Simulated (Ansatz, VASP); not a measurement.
## Zr: VASP beside Ansatz

```
Zr
1.0
     3.09045    0.00000    0.00000
    -1.54523    2.67641    0.00000
     0.00000    0.00000    2.88764
Zr
1
Direct
  0.00000 0.00000 0.00000
```

Alike in both runs: task relaxation of cell and atoms; functional PBEsol; k mesh 21 × 21 × 20; occupations gaussian, width 0.1 eV; no spin polarisation.

```csv
,VASP,Ansatz
version,VASP 6.6.1,Ansatz 0.2.0
potentials or method,"VASP PAW PBE potentials, release 64 (Zr_sv)","scalar-relativistic, plane waves, PAW"
plane-wave cutoff (eV),600,420
valence electrons in the cell,12,12
```

VASP gave:

```
gap on the k mesh at the Fermi level, each at its own relaxed structure (eV) : none
relaxed volume (Å³/atom)                                                     : 22.84
relaxed cell length with the largest relative difference (Å)                 : 2.973
energy change over the relaxation (meV/atom)                                 : -50
```

Question: Estimate Ansatz's values.

Answer: gap on the k mesh at the Fermi level, each at its own relaxed structure (eV): none; relaxed volume (Å³/atom): 22.82; relaxed cell length with the largest relative difference (Å): 2.972; energy change over the relaxation (meV/atom): -51.

A gap of «none» marks a metal or a gap that the smearing closes.

Caveats: the PAW data sets were made with another functional, which shifts forces and pressure a little (VASP).
